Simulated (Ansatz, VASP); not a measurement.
Two plane-wave programs on BN (rat)

```
B N
1.0
     2.50640    0.01486   -0.00545
    -1.26604    2.16313    0.01785
     0.01870   -0.06214    6.61155
B N
2 2
Direct
  0.33687 0.64129 0.25195
  0.67032 0.30830 0.75203
  0.33699 0.64164 0.75203
  0.67020 0.30796 0.25195
```

Alike in both runs: functional PBE; dispersion D3(BJ); k mesh 10 × 10 × 4; occupations gaussian, width 0.02 eV; no spin polarisation.

Ansatz relaxed the structure, and its values are those at the end. VASP's run is a single point on that final structure, the one shown.

```csv
,VASP,Ansatz
version,VASP 6.6.1,Ansatz 0.2.0
potentials or method,"VASP PAW PBE potentials, release 64 (B, N)","scalar-relativistic, plane waves, PAW"
plane-wave cutoff (eV),520,420
valence electrons in the cell,16,16
```

Ansatz gave:

```
gap on the k mesh at the Fermi level (eV) : 4.23
least direct gap on the mesh (eV)         : 4.66
pressure (GPa)                            : 0.0
```

Question: Which values does VASP return?

Answer: gap on the k mesh at the Fermi level (eV): 4.22; least direct gap on the mesh (eV): 4.65; pressure (GPa): 0.1.

The functional is the same, so the differences come from potentials, cutoffs and numerics. Ansatz warned: «structure_snapped_to_symmetry».

A k mesh can miss the band edges.
